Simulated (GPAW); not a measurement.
**GaN (P6_3mc): one start, several treatments of the self-energy**

How much does the gap of GaN (P6_3mc) depend on the approximation to the self-energy?

Calculated with GPAW 26.7.0; PBE and many-body steps on it, plane waves.

The database entry behind the starting cell differs from later determinations by our own check (about 0.3 % short, ideal inner coordinate), so it need not match the best structure at ambient conditions.

## Step 1: Starting point

It takes space group P6_3mc (No. 186, hexagonal). Conventional cell: a = 3.180 Å, b = 3.180 Å, c = 5.166 Å, α = 90.00°, β = 90.00°, γ = 120.00°. Nearest to Ga lie 4 N at 1.94 to 1.95 Å. Nearest to N lie 4 Ga at 1.94 to 1.95 Å. Farther neighbours and most contacts between anions are not listed.

As a file:

```
Ga N
1.0
     3.18000    0.00000    0.00000
    -1.59000    2.75396    0.00000
     0.00000    0.00000    5.16600
Ga N
2 2
Direct
  0.33333 0.66667 0.00000
  0.66667 0.33333 0.50000
  0.33333 0.66667 0.37500
  0.66667 0.33333 0.87500
```

The cell and positions come from the Crystallography Open Database and are kept as given unless a step says otherwise.

## Step 2: Empty states on the mesh, 3×3×4 mesh, 83 bands

This step: GPAW 26.7.0; DFT, PBE, plane waves, PAW.

The sums over transitions need many empty states on a uniform mesh; this step solves for them.

File run.py:

```python
import json
import numpy as np
from gpaw.mpi import world
from gpaw import GPAW

calc = GPAW('gs.gpw').fixed_density(kpts={'size': (3, 3, 4), 'gamma': True},
    nbands=96,
    convergence={'bands': 83},
    txt='nscf.txt')
calc.write('full.gpw', mode='all')
res = {}
kpts = calc.get_ibz_k_points()
res['kpts'] = kpts
res['eigenvalues'] = [calc.get_eigenvalues(kpt=k) for k in range(len(kpts))]
res['n_electrons'] = calc.get_number_of_electrons()

if world.rank == 0:
    with open('result.json', 'w') as f:
        json.dump(res, f, default=lambda x: x.tolist())
```

The run is started by

```console
> mpirun -n 4 gpaw python run.py
```

Numbers of over 12 decimals in the logs are rounded to 6 here.

Log:

```text
Diagonalizing LCAO Hamiltonian
Converting LCAO to pw mode
convergence criteria:
- Maximum integral of absolute [eigenst]ate change: 4e-08 eV^2 / valence electron
maximum number of iterations: 100

SCF iterations
|iter     |     time |      energy | eigst |  dens |
|iter:   1|  |             | +4.31 |       |
|iter:   2|  |             | +3.11 |       |
|iter:   3|  |             | +1.99 |       |
[...]
|iter:  11|  |             | -6.51 |       |
|iter:  12|  |             | -7.20 |       |
|iter:  13|  |             | -7.64c|       |
SCF steps: 13
  __  _  _
 | _ |_)|_||  |
 |__||  | ||/\| - 26.7.0

Input parameters:
  mode=PW(ecut=600.0),
  convergence={'bands': 83},
  gpts=array([18, 18, 30]),
  kpts=MonkhorstPack(size=(3, 3, 4), gamma=True),
  maxiter=100,
  nbands=96,
  occupations=Occupations(name='fermi-dirac', width=0.001, fixmagmom=False),
  parallel={},
  xc=XC(name='PBE')
# Writing to full.gpw (mode='all')
  [... matrices ...]

timing:  # [seconds]
  Total: 0.045  # ━━━━━━━━━━━━━━━━━━━━━━━━━━━━━━━━━━━━━━━━━━━━━━━━━━━━━━━━━━━
```

Run time: 13 s. Hardware: 4 MPI ranks of Arm Neoverse V1, shared host; peak memory 0.64 GiB.

Numbers from this step:

```yaml
gap: 2.050 eV
k_of_the_valence_top: 0, 0, 0
k_of_the_conduction_bottom: 0, 0, 0
least_direct_gap: 2.050 eV
k_points_computed: 10
lowest_point_of_the_top_converged_band_above_the_valence_top: 68.0229 eV
```

On this mesh the gap is 2.050 eV.

## Step 3: G0W0, Godby-Needs plasmon pole

Now the one-shot GW correction: screening in the RPA, then the self-energy of the levels asked for.

This step: G0W0 on PBE, plane waves, PAW.

File run.py:

```python
import json
import numpy as np
from gpaw.mpi import world
from gpaw.response.g0w0 import G0W0

gw = G0W0('full.gpw',
    filename='gw',
    kpts=[0],
    bands=(6, 10),
    ecut=80,
    nbands=73,
    integrate_gamma='WS',
    ppa=True)
gw.calculate()
res = {mode: {k: v for k, v in r.items() if k != 'sigma_eskwn'}
       for mode, r in gw.all_results.items()}

if world.rank == 0:
    with open('result.json', 'w') as f:
        json.dump(res, f, default=lambda x: x.tolist())
```

The run is started by

```console
> mpirun -n 4 gpaw python run.py
```

Log:

```text
Using integrator: PointIntegrator
FrequencyGridDescriptor(from 0.000+0.000j to 0.000+27.211j eV, 2 points)
Nonperiodic BCs:  [False False False]
Using integrator: PointIntegrator
FrequencyGridDescriptor(from 0.000+0.000j to 0.000+27.211j eV, 2 points)
Nonperiodic BCs:  [False False False]
  ___  _ _ _
 |   || | | |
 | | || | | |
 |__ ||_____|
 |___|

BZ k-points: Symmetries present (total): 6

  [... matrices ...]
36 k-points: 3 x 3 x 4 Monkhorst-Pack grid + [0.000000,0.000000,1/8]
10 k-points in the irreducible part of the Brillouin zone
       k-points in crystal coordinates                weights
   0:     0.00000000    0.00000000    0.00000000          1/36
   1:     0.00000000    0.00000000    0.25000000          2/36
   2:     0.00000000    0.00000000    0.50000000          1/36
   3:     0.33333333    0.00000000   -0.25000000          6/36
   4:     0.33333333    0.00000000    0.00000000          6/36
   5:     0.33333333    0.00000000    0.25000000          6/36
   6:     0.33333333    0.00000000    0.50000000          6/36
   7:     0.33333333    0.33333333    0.00000000          2/36
   8:     0.33333333    0.33333333    0.25000000          4/36
   9:     0.33333333    0.33333333    0.50000000          2/36

Distributing spins, k-points and bands (1 x 1 x 4) over 4 processes
Number of blocks: 1

Quasi particle states:
k-points (IBZ indices): [0]
Band range: (6, 10)
  [... matrices ...]
Computational parameters:
Plane wave cut-off: 80 eV
Number of bands: 73
Coulomb cutoff: None
Broadening: 0.1 eV

fxc modes: GW
Kernel: RPA
Using Godby-Needs plasmon-pole approximation:
  Fitting energy: i*E0, E0 = 1.000 Hartree
Summing all q:

Calculating screened Coulomb potential
No Coulomb truncation
FrequencyGridDescriptor(from 0.000+0.000j to 0.000+27.211j eV, 2 points)
Removing empty qpoint cache files...

Calculating chi0 body with:
    Ground state adapter containing:
    Number of spins: 1
    Number of kpoints: 36
    Number of irreducible kpoints: 10
    Number of completely occupied states: 8
    Number of partially occupied states: 8
    Occupied states memory: 1.1865234375 M / cpu

    Linear response parametrization:
    q_c: [0.0, 0.0, 0.0]
    Number of frequency points: 2
    Planewave cutoff: 80.0
    Number of bands: 73
    Number of planewaves: 73
    Broadening (eta): 1e-06
    comm.size: 4
    kncomm.size: 4
    blockcomm.size: 1

    Memory estimate of potentially large arrays:
        chi0_wGG: 0.162628 M / cpu
Integrating chi0 body.

Symmetries of q_c:
    Direct symmetries (Uq -> q): 6
    Indirect symmetries (TUq -> q): 6
In total 12 allowed symmetries.

  [... matrices ...]
10 groups of equivalent kpoints. 72.222222% reduction.

Integral kind: response function
Integrating chi0 head and wings.

Symmetries of q_c:
    Direct symmetries (Uq -> q): 6
    Indirect symmetries (TUq -> q): 6
In total 12 allowed symmetries.

  [... matrices ...]
10 groups of equivalent kpoints. 72.222222% reduction.

Integral kind: response function wings

Calculating chi0 body with:
    Ground state adapter containing:
    Number of spins: 1
    Number of kpoints: 36
    Number of irreducible kpoints: 10
    Number of completely occupied states: 8
    Number of partially occupied states: 8
    Occupied states memory: 1.1865234375 M / cpu

[... the further q-points ...]

Results:
f:      Occupation numbers
eps:     KS-eigenvalues [eV]
vxc:     KS vxc [eV]
exx:     Exact exchange [eV]
sigma:   Self-energies [eV]
dsigma:  Self-energy derivatives
Z:       Renormalization factors
qp:      QP-energies [eV]

k-point 0 (0): (0.000, 0.000, 0.000)                GW
band       f     eps     vxc     exx   sigma  dsigma       Z      qp
                                                                   GW
   6   1.000   6.574 -19.044 -22.780   3.419  -0.271   0.787   6.324
   7   1.000   6.574 -19.044 -22.780   3.419  -0.271   0.787   6.324
   8   0.000   8.624 -15.767 -11.194  -3.262  -0.223   0.817   9.696
   9   0.000  10.965 -15.203  -9.789  -3.927  -0.215   0.823  12.189
```

Wall time 12 s (4 MPI ranks); peak memory 0.95 GiB.

Numbers from this step:

| Quantity | Value |
| --- | --- |
| G0W0 gap on the points computed | 3.372 eV |
| least direct G0W0 gap on the computed points | 3.372 eV |
| Z at the valence top | 0.7867 |
| Z at the conduction bottom | 0.8174 |
| starting gap on the mesh | 2.050 eV |
| k of the valence top | 0, 0, 0 |
| k of the conduction bottom | 0, 0, 0 |

The gap on the mesh goes from 2.05 eV to 3.37 eV, a correction of +1.32 eV.

## Step 4: G0W0, full frequency, Hilbert transform

run.py, as its differences from that of step 3:

```diff
@@ -12,3 +12,5 @@
     integrate_gamma='WS',
-    ppa=True)
+    frequencies={'type': 'nonlinear', 'domega0': 0.1, 'omega2': 15.0},
+    eta=0.1,
+    nblocksmax=True)
 gw.calculate()
```

The run is started by

```console
> mpirun -n 4 gpaw python run.py
```

Log:

```text
Using integrator: PointIntegrator
NonLinearFrequencyDescriptor(from 0.000 to 80.738 eV, 251 points)
Nonperiodic BCs:  [False False False]
Using integrator: PointIntegrator
NonLinearFrequencyDescriptor(from 0.000 to 80.738 eV, 251 points)
Nonperiodic BCs:  [False False False]
  ___  _ _ _
 |   || | | |
 | | || | | |
 |__ ||_____|
 |___|

BZ k-points: Symmetries present (total): 6

  [... matrices ...]
36 k-points: 3 x 3 x 4 Monkhorst-Pack grid + [0.000000,0.000000,1/8]
10 k-points in the irreducible part of the Brillouin zone
       k-points in crystal coordinates                weights
   0:     0.00000000    0.00000000    0.00000000          1/36
   1:     0.00000000    0.00000000    0.25000000          2/36
   2:     0.00000000    0.00000000    0.50000000          1/36
[...]
8:     0.33333333    0.33333333    0.25000000          4/36
   9:     0.33333333    0.33333333    0.50000000          2/36

Distributing spins, k-points and bands (1 x 1 x 4) over 1 process
Number of blocks: 4

Quasi particle states:
k-points (IBZ indices): [0]
Band range: (6, 10)
  [... matrices ...]
Computational parameters:
Plane wave cut-off: 80 eV
Number of bands: 73
Coulomb cutoff: None
Broadening: 0.1 eV

fxc modes: GW
Kernel: RPA
Using full-frequency real axis integration
Summing all q:

Calculating screened Coulomb potential
No Coulomb truncation
NonLinearFrequencyDescriptor(from 0.000 to 80.738 eV, 251 points)
Removing empty qpoint cache files...

Calculating chi0 body with:
    Ground state adapter containing:
    Number of spins: 1
    Number of kpoints: 36
    Number of irreducible kpoints: 10
    Number of completely occupied states: 8
    Number of partially occupied states: 8
    Occupied states memory: 1.1865234375 M / cpu

    Linear response parametrization:
    q_c: [0.0, 0.0, 0.0]
    Number of frequency points: 251
    Planewave cutoff: 80.0
    Number of bands: 73
    Number of planewaves: 73
    Broadening (eta): 0.1
    comm.size: 4
    kncomm.size: 1
    blockcomm.size: 4

    Memory estimate of potentially large arrays:
        chi0_wGG: 5.102459 M / cpu
Integrating chi0 body.

Symmetries of q_c:
    Direct symmetries (Uq -> q): 6
    Indirect symmetries (TUq -> q): 6
In total 12 allowed symmetries.

  [... matrices ...]
10 groups of equivalent kpoints. 72.222222% reduction.

Integral kind: spectral function
Integrating chi0 head and wings.

Symmetries of q_c:
    Direct symmetries (Uq -> q): 6
    Indirect symmetries (TUq -> q): 6
In total 12 allowed symmetries.

  [... matrices ...]
10 groups of equivalent kpoints. 72.222222% reduction.

Integral kind: spectral function wings

Calculating chi0 body with:
    Ground state adapter containing:
    Number of spins: 1
    Number of kpoints: 36
    Number of irreducible kpoints: 10
    Number of completely occupied states: 8
    Number of partially occupied states: 8
    Occupied states memory: 1.1865234375 M / cpu

[... the further q-points ...]

Results:
f:      Occupation numbers
eps:     KS-eigenvalues [eV]
vxc:     KS vxc [eV]
exx:     Exact exchange [eV]
sigma:   Self-energies [eV]
dsigma:  Self-energy derivatives
Z:       Renormalization factors
qp:      QP-energies [eV]

k-point 0 (0): (0.000, 0.000, 0.000)                GW
band       f     eps     vxc     exx   sigma  dsigma       Z      qp
                                                                   GW
   6   1.000   6.574 -19.044 -22.780   3.382  -0.301   0.769   6.302
   7   1.000   6.574 -19.044 -22.780   3.382  -0.301   0.769   6.302
   8   0.000   8.624 -15.767 -11.194  -3.245  -0.239   0.807   9.696
   9   0.000  10.965 -15.203  -9.789  -3.911  -0.256   0.796  12.162
```

Wall time 21 s (4 MPI ranks); peak memory 1 GiB.

This step gave:

| Quantity | Value |
| --- | --- |
| G0W0 gap on the points computed | 3.394 eV |
| least direct G0W0 gap on the computed points | 3.394 eV |
| Z at the valence top | 0.7688 |
| Z at the conduction bottom | 0.8072 |
| starting gap on the mesh | 2.050 eV |
| k of the valence top | 0, 0, 0 |
| k of the conduction bottom | 0, 0, 0 |

Against G0W0 in GPAW (3×3×4 mesh, 73 bands, screening to 80 eV, Godby-Needs plasmon pole), the gap moves by +0.023 eV.

## Step 5: G0W0, multipole

run.py, as its differences from that of step 4:

```diff
@@ -12,5 +12,3 @@
     integrate_gamma='WS',
-    frequencies={'type': 'nonlinear', 'domega0': 0.1, 'omega2': 15.0},
-    eta=0.1,
-    nblocksmax=True)
+    mpa={'npoles': 4, 'wrange': [0, 40], 'varpi': 20.0, 'eta0': 0.01, 'eta_rest': 1.0, 'alpha': 1})
 gw.calculate()
```

The run is started by

```console
> mpirun -n 4 gpaw python run.py
```

Log:

```text
Using integrator: PointIntegrator
FrequencyGridDescriptor(from 0.000+0.010j to 40.000+20.000j eV, 8 points)
Nonperiodic BCs:  [False False False]
Using integrator: PointIntegrator
FrequencyGridDescriptor(from 0.000+0.010j to 40.000+20.000j eV, 8 points)
Nonperiodic BCs:  [False False False]
  ___  _ _ _
 |   || | | |
 | | || | | |
 |__ ||_____|
 |___|

BZ k-points: Symmetries present (total): 6

  [... matrices ...]
36 k-points: 3 x 3 x 4 Monkhorst-Pack grid + [0.000000,0.000000,1/8]
10 k-points in the irreducible part of the Brillouin zone
[...]
Results:
f:      Occupation numbers
eps:     KS-eigenvalues [eV]
vxc:     KS vxc [eV]
exx:     Exact exchange [eV]
sigma:   Self-energies [eV]
dsigma:  Self-energy derivatives
Z:       Renormalization factors
qp:      QP-energies [eV]

k-point 0 (0): (0.000, 0.000, 0.000)                GW
band       f     eps     vxc     exx   sigma  dsigma       Z      qp
                                                                   GW
   6   1.000   6.574 -19.044 -22.780   3.398  -0.296   0.772   6.313
   7   1.000   6.574 -19.044 -22.780   3.398  -0.296   0.772   6.313
   8   0.000   8.624 -15.767 -11.194  -3.245  -0.241   0.806   9.695
   9   0.000  10.965 -15.203  -9.789  -3.915  -0.235   0.810  12.179
```

Wall time 14 s (4 MPI ranks); peak memory 0.96 GiB.

This step gave:

| Quantity | Value |
| --- | --- |
| G0W0 gap on the points computed | 3.382 eV |
| least direct G0W0 gap on the computed points | 3.382 eV |
| starting gap on the mesh | 2.050 eV |
| k of the valence top | 0, 0, 0 |
| k of the conduction bottom | 0, 0, 0 |

Against G0W0 in GPAW (3×3×4 mesh, 73 bands, screening to 80 eV, Godby-Needs plasmon pole), the gap moves by +0.010 eV.

## Step 6: The runs together

Times are wall times on 4 MPI ranks of Arm Neoverse V1, shared host, good to a factor of about two.

```csv
run,mesh,bands,screening cutoff (eV),DFT gap (eV),gap on the mesh (eV),direct (eV),time
"G0W0, Godby-Needs plasmon pole",3×3×4,73,80,2.050,3.372,3.372,12 s
"G0W0, full frequency, Hilbert transform",3×3×4,73,80,2.050,3.394,3.394,21 s
"G0W0, multipole",3×3×4,73,80,2.050,3.382,3.382,14 s
```

## Step 7: Outcome

```json
{"G0W0, Godby-Needs plasmon pole": "3.372 eV", "G0W0, full frequency, Hilbert transform": "3.394 eV", "G0W0, multipole": "3.382 eV", "known limits": "not at the basis limit; no spin-orbit coupling; coarse k mesh"}
```

G0W0, full frequency, Hilbert transform: +0.023 eV against G0W0, Godby-Needs plasmon pole. G0W0, multipole: +0.010 eV against G0W0, Godby-Needs plasmon pole. Bands and cutoff are finite, so the gap is not at the basis limit. The miss can reach some tenths of an eV and take either sign; the mesh is an error of its own. These stock PAW sets were not made for GW; the filled d or f shell of Ga lies in the frozen core, which bears on start and correction. In the G0W0 runs levels were corrected at 1 k point alone, so a gap called «on the mesh» is the least over those, and an edge elsewhere would be missed. The 3×3×4 mesh is coarse for this cell, which bears on the long-range parts of exchange and screening. The many-body steps are scalar-relativistic: spin-orbit coupling is not in them.

[Paths, hosts, dates, memory and timing lines, banners, echoed tables and standing remarks are left out of the program output.]

[Logs are printed without paths, hosts, clocks, repeated set-up lines and the standing remarks that a program may print on its own settings, such as how far it seeks lower states.]

[Runs of the session that timed out or met a known fault of the program may be left out.]

[Hosts, paths, dates, database ids (printed as entryN), source tags and the programs' standing remarks are cut or masked in the printed files.]
